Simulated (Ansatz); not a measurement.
# HfB: the cost of one run

Program: Ansatz 0.2.0. Level of theory: DFT PBEsol, scalar-relativistic, plane waves, PAW. These are calculated values, not measurements.

2 further runs of the same task are left out: 2 set aside as unsound or not needed.

## Step 1: Starting point

Symmetry: Fm-3m, No. 225, cubic system. The conventional cell has a = 4.788 Å, b = 4.788 Å, c = 4.788 Å, α = 90.00°, β = 90.00°, γ = 90.00°. Hf (site symmetry m-3m) has 6 B at 2.39 Å as nearest neighbours. B (site symmetry m-3m) has 6 Hf at 2.39 Å as nearest neighbours.

Coordinates:

```cif
data_structure
_symmetry_space_group_name_H-M 'P 1'
_symmetry_Int_Tables_number 1
_cell_length_a 3.3856
_cell_length_b 3.3856
_cell_length_c 3.3856
_cell_angle_alpha 60.000
_cell_angle_beta 60.000
_cell_angle_gamma 60.000
_cell_volume 27.44
loop_
_atom_site_label
_atom_site_type_symbol
_atom_site_fract_x
_atom_site_fract_y
_atom_site_fract_z
_atom_site_occupancy
Hf1 Hf 0.50000 0.50000 0.50000 1
B1 B 0.00000 0.00000 0.00000 1
```

It is the result of an earlier relaxation at this level (volume 13.72 Å³/atom; gap on the mesh: none (metal)).

## Step 2: Bands, states and charges

Contents of input.yaml:

```yaml
crystal:
  lattice:
    - [0.0, 2.3939476943, 2.3939476943]
    - [2.3939476943, 0.0, 2.3939476943]
    - [2.3939476943, 2.3939476943, 0.0]
  atoms:
    - { symbol: Hf, position: [0.5, 0.5, 0.5] }
    - { symbol: B, position: [0.0, 0.0, 0.0] }
basis:
  ecutwfc: 420
kpoints:
  mp_grid: { grid: [16, 16, 16] }
  band_path:
    path:
      - [[0.0, 0.0, 0.0], [0.5, 0.0, 0.5], [0.625, 0.25, 0.625]]
      - [[0.375, 0.375, 0.75], [0.0, 0.0, 0.0], [0.5, 0.5, 0.5], [0.5, 0.25, 0.75], [0.5, 0.0, 0.5]]
    npoints: 14
hamiltonian:
  xc: pbesol
scf:
  occupations: { method: gaussian, width: 0.1 }
  n_extra_bands: 6
output:
  forces: true
  stress: true
  eigenvalues: true
  populations: true
  dos: { projected: true, de: 0.02, nscf_kmesh: { grid: [24, 24, 24] } }
  bader: true
  write_density: true
  write_potential: true
  elf: true
  volumetric_format: npy
```

Started as:

```
> ansatz run input.yaml --threads 1 --pin off --max-ram 2560MiB --backend cpu --events-out ev --progress --plain --runs-dir out
```

What time and memory should one allow on 1 thread of Arm Neoverse V1, shared host?

About 24 s, with a peak of 0.39 GiB.
